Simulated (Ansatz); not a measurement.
TePt:

```
Pt Te
1.0
     4.26288    0.00000    0.00000
    -2.13144    3.69176    0.00000
     0.00000    0.00000    5.66177
Pt Te
2 2
Direct
  0.00000 0.00000 0.00000
  0.00000 0.00000 0.50000
  0.33333 0.66667 0.25000
  0.66667 0.33333 0.75000
```

Measurements of this composition are mostly on another form, of space group No. 166.

A run of Ansatz 0.2.0 on this cell left the log below. Logs are shortened: lines on timing, memory, paths and dates and some standing lists are left out, and cuts for length are marked.

```text
Warning: RAYON_NUM_THREADS=2 ignored (pool sized by the plan → 2); use --threads N
scf.n_extra_bands = 10 over 34 filled bands (N_el = 68.0): the run solves 44 bands
Engine: ansatz 0.2.0, x86_64-unknown-linux-gnu
Pseudopotentials: kind: paw
Pseudopotential: Pt, paw, valence charge 18, recommended cutoff 420 eV (normal), Pt.paw.azcp
Pseudopotential: Te, paw, valence charge 16, recommended cutoff 420 eV (normal), Te.paw.azcp
Functional definition: PBEsol
  exchange = pbesol_x
  correlation = pbesol_c
Crystal: 4 atoms, lattice volume = 89.102 Å³
Basis set: ecut = 420 eV, 1741 PW (Γ), exchange–correlation on 60×60×80 points (8 copies of the dense FFT grid, shifted against one another)
Bands: 44, of which v1, the nominal top of the filled ones, is band 34 counted from 1 (33 counted from 0)
Symmetry: 24 space group operations
Space group: P63/mmc (ITA 194), of the structure as read, at distance tolerance 4.5e-5 Å
k-points: 24 of 245
Non-local potential: Pt, projectors of the file, l = 0: 3, l = 1: 2, l = 2: 2, l = 3: 1
Non-local potential: Te, projectors of the file, l = 0: 2, l = 1: 2, l = 2: 2, l = 3: 2
PAW form: soft (Blöchl's): semilocal exchange-correlation on the pseudo side does not see the compensation charge
PAW frozen core: Pt, regenerated for the run's functional, and the local potential with it (the file was generated under x = pbe(κ = 0.804, μ = 0.2195149727645171), c = pbe(β = 0.06672455060314922))
PAW frozen core: Te, regenerated for the run's functional, and the local potential with it (the file was generated under x = pbe(κ = 0.804, μ = 0.2195149727645171), c = pbe(β = 0.06672455060314922))
PAW one-centre angular grid: Pt, 590 points (default); XC on 64 Gauss nodes
PAW one-centre angular grid: Te, 590 points (default); XC on 64 Gauss nodes
[... 21 lines left out ...]
  E_band       = -897.706926
  E_kinetic    = 1639.883397
  E_local      = -6095.024206  (includes V_loc(G=0)·N_el)
  E_nonlocal   = -208.138216
  E_hartree    = 2961.654247
  E_xc         = -767.516572
  E_vxc        = -813.284186  (∫ρ·V_xc dr)
  E_paw        = -27803.461682  (= ΣΔE_a)
  E_vpaw       = -1344.452461  (= ΣTr[D̂ρ^β])
  E_aug_tail   = 0.000017  (compensation charges beyond the density's cutoff)
  E_ewald      = -8300.135720
  E_core_change = 1.323593  (= ΣΔE_core)
  E_smearing   = -0.022190  (= −TS)
  E_closure    = 0.000000  (closes the sum)
  Σ components = -38571.437332   (vs F -38571.437332, Δ=0.00e0)
--- Forces (eV/Å), atoms counted from 1 ---
  atom   1  Pt     0.00000000     0.00000000     0.00000000
  atom   2  Pt     0.00000000     0.00000000     0.00000000
  atom   3  Te     0.00000000    -0.00000000     0.00000000
  atom   4  Te     0.00000000     0.00000000     0.00000000
  max |Σ_I F_I| component: 5.78e-19 eV/Å
--- Stress (GPa, compression-positive) ---
       -4.368915       0.000000       0.000000
        0.000000      -4.368915       0.000000
        0.000000       0.000000      -6.081939
  P = ⅓ Tr σ = -4.9399 GPa (-49.399 kbar)
--- Band table (eV; the first three rows and the last of 24) ---
  k-point 0: bands = ["-83.2423", "-83.2340", "-37.5899", "-37.4473", "-37.4473", "-37.4282", "-37.4282", "-37.3872", "-22.5869", "-22.5869", "-22.5852", "-22.5852", "-22.5543", "-22.5543", "-22.5441", "-22.5441", "-22.5391", "-22.5384", "1.3676", "3.8628", "8.1697", "9.2923", "9.2923", "9.9203", "11.2122", "11.2122", "11.9120", "11.9120", "13.2596", "13.2596", "13.5533", "13.5533", "15.2900", "15.5911", "16.4588", "16.8977", "17.2202", "17.2202", "19.7514", "19.7514", "22.5327", "22.5327", "22.8631", "23.4120"]
  k-point 1: bands = ["-83.2415", "-83.2348", "-37.5707", "-37.4455", "-37.4455", "-37.4301", "-37.4301", "-37.4067", "-22.5868", "-22.5868", "-22.5854", "-22.5854", "-22.5533", "-22.5533", "-22.5450", "-22.5450", "-22.5390", "-22.5385", "1.5289", "3.4670", "8.7544", "9.4461", "9.4461", "10.1912", "11.3413", "11.3413", "11.4234", "11.4234", "12.7607", "12.7607", "14.0530", "14.4252", "14.4252", "14.5598", "17.0374", "17.0374", "17.5378", "17.7072", "19.9275", "19.9275", "21.4021", "21.9742", "21.9742", "23.2301"]
  k-point 2: bands = ["-83.2394", "-83.2369", "-37.5204", "-37.4578", "-37.4407", "-37.4407", "-37.4348", "-37.4348", "-22.5864", "-22.5864", "-22.5859", "-22.5859", "-22.5506", "-22.5506", "-22.5475", "-22.5475", "-22.5389", "-22.5386", "1.9939", "2.6969", "9.8949", "9.8949", "10.0113", "10.5946", "10.5946", "10.7278", "11.7038", "11.7038", "12.2192", "12.2192", "12.6713", "13.0923", "15.5353", "15.5353", "16.4661", "16.4661", "18.6439", "18.7605", "20.3869", "20.3869", "20.5178", "21.0816", "21.0816", "21.3102"]
  k-point 23: bands = ["-83.2394", "-83.2369", "-37.5203", "-37.4577", "-37.4418", "-37.4415", "-37.4359", "-37.4356", "-22.5859", "-22.5854", "-22.5852", "-22.5846", "-22.5516", "-22.5501", "-22.5497", "-22.5476", "-22.5371", "-22.5371", "3.0918", "3.1737", "8.5116", "9.0635", "9.3935", "9.8294", "10.5835", "10.7870", "11.5752", "12.1140", "12.1767", "12.3620", "12.7571", "12.8593", "13.3118", "13.6109", "16.5504", "17.2694", "18.6527", "18.9613", "20.2607", "20.9464", "22.5538", "22.7055", "23.5276", "23.9410"]
```

What input gives this log?

Band structure with PBEsol, no spin polarisation. The files as run (others can give the same):

input.yaml
```yaml
crystal:
  lattice:
    - [4.2628798384, 0.0, 0.0]
    - [-2.1314399192, 3.6917622333, 0.0]
    - [0.0, 0.0, 5.661771]
  atoms:
    - { symbol: Pt, position: [0.0, 0.0, 0.0] }
    - { symbol: Pt, position: [0.0, 0.0, 0.5] }
    - { symbol: Te, position: [0.3333333333, 0.6666666667, 0.25] }
    - { symbol: Te, position: [0.6666666667, 0.3333333333, 0.75] }
hamiltonian:
  xc: pbesol
  pseudopotentials: { kind: paw }
kpoints:
  mp_grid: { grid: [7, 7, 5] }
  band_path:
    path:
      - [[0.0, 0.0, 0.0], [0.5, 0.0, 0.0], [0.3333333333, 0.3333333333, 0.0], [0.0, 0.0, 0.0], [0.0, 0.0, 0.5], [0.5, 0.0, 0.5], [0.3333333333, 0.3333333333, 0.5], [0.0, 0.0, 0.5]]
      - [[0.5, 0.0, 0.5], [0.5, 0.0, 0.0]]
      - [[0.3333333333, 0.3333333333, 0.0], [0.3333333333, 0.3333333333, 0.5]]
    npoints: 14
scf:
  occupations: { method: fermi_dirac, width: 0.05 }
  n_extra_bands: 10
output:
  forces: true
  stress: true
  eigenvalues: true
  fatbands: true
```

Potentials or basis: Ansatz PAW.
The run is started by
```console
$ ansatz run input.yaml --threads 2 --pin off --max-ram 5632MiB --backend cpu --events-out ev --progress --plain --runs-dir out
```

Caveat: spin-orbit coupling is left out, which moves the levels of the heavy elements; the PAW data sets come from PBE, with cores solved anew for the run's functional, which leaves a small shift of forces and pressure.
